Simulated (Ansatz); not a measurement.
**Zone-centre phonons of AgCl at -3 GPa: input and output**

Method: Ansatz, DFT PBEsol, scalar-relativistic, plane waves, PAW.

Launched with:
```bash
ansatz run input.yaml --threads 1 --pin off --max-ram 1228MiB --backend cpu --events-out ev --progress --plain --runs-dir out
```

Input (bare energies are in eV):
```yaml
crystal:
  lattice:
    - [0.0, 2.7814565363, 2.7814565363]
    - [2.7814565363, 0.0, 2.7814565363]
    - [2.7814565363, 2.7814565363, 0.0]
  atoms:
    - { symbol: Ag, position: [0.5, 0.5, 0.5] }
    - { symbol: Cl, position: [0.0, 0.0, 0.0] }
basis:
  ecutwfc: 420
kpoints:
  mp_grid: { grid: [8, 8, 8] }
hamiltonian:
  xc: pbesol
scf:
  occupations: { method: fixed }
output:
  eigenvalues: true
phonons:
  method: dfpt
  dielectric: true
  rigid_motions: translations
  eigenvectors: true
```

The end of the output:
```
--- Phonons (Γ-DFPT): 2 representative perturbations + reference, on 59 of 512 k-points (Σ response iterations 6) ---
  k mesh reduced under 8 symmetry operations, with k and −k counted as one. Each operation leaves every solved perturbation unchanged. A smaller set is not considered because the run solves the response ...
  ASR residual: 1.823e-4 → 0.000e0 eV/Å²; symmetrization residual: 8.082e-6 eV/Å²
  ASR residual per site (eV/Å²): 1.06e-4 1.82e-4
  Γ frequencies (cm⁻¹): 0.00 0.00 0.00 85.28 85.28 85.28
  ε∞ (high-frequency dielectric tensor):
        5.300597    -0.000000    -0.000000
       -0.000000     5.300597    -0.000000
       -0.000000    -0.000000     5.300597
  ε⁰ (static dielectric tensor: ions relaxed, cell fixed):
       17.708332     0.000000    -0.000000
        0.000000    17.708332    -0.000000
       -0.000000    -0.000000    17.708332
  ε⁰ − ε∞ (ionic part):
       12.407735     0.000000    -0.000000
        0.000000    12.407735    -0.000000
       -0.000000    -0.000000    12.407735
  softest optical mode at Γ: 85.28 cm⁻¹; the repairs (sum rule, projections) moved no ω² at Γ by more than (1.33 cm⁻¹)²
  Born effective charges Z* (e; rows j = field, columns β = displacement):
    site 0:
         1.45106    0.00000   -0.00000
        -0.00000    1.45106    0.00000
        -0.00000   -0.00000    1.45106
    site 1:
        -1.45106   -0.00000    0.00000
         0.00000   -1.45106   -0.00000
         0.00000    0.00000   -1.45106
  Z* charge neutrality: 4.051e-4 e pre-enforcement
  solved inside a basis spanned on kpoints, on 8×8×8 k-points, its susceptibility summed on 12×12×12: ε∞ is read to err by 1.3e-2, Z* by 2.0e-2 e (field_mesh: kpoints solves on kpoints); Z* is corrected for ...
  optical modes at Γ without the LO–TO term, one row a degenerate level:
      ω (cm⁻¹) modes IR ((D/Å)²/amu)
         85.28      3             5.4620
  optical modes at Γ + LO–TO along q̂ = [1.0000, 0.0000, 0.0000]:
      ω (cm⁻¹) modes IR ((D/Å)²/amu)
         85.28      2             3.6413
        155.87      1             1.8207
  optical modes at Γ + LO–TO along q̂ = [0.0000, 1.0000, 0.0000]:
      ω (cm⁻¹) modes IR ((D/Å)²/amu)
         85.28      2             3.6413
        155.87      1             1.8207
  optical modes at Γ + LO–TO along q̂ = [0.0000, 0.0000, 1.0000]:
      ω (cm⁻¹) modes IR ((D/Å)²/amu)
         85.28      2             3.6413
        155.87      1             1.8207
```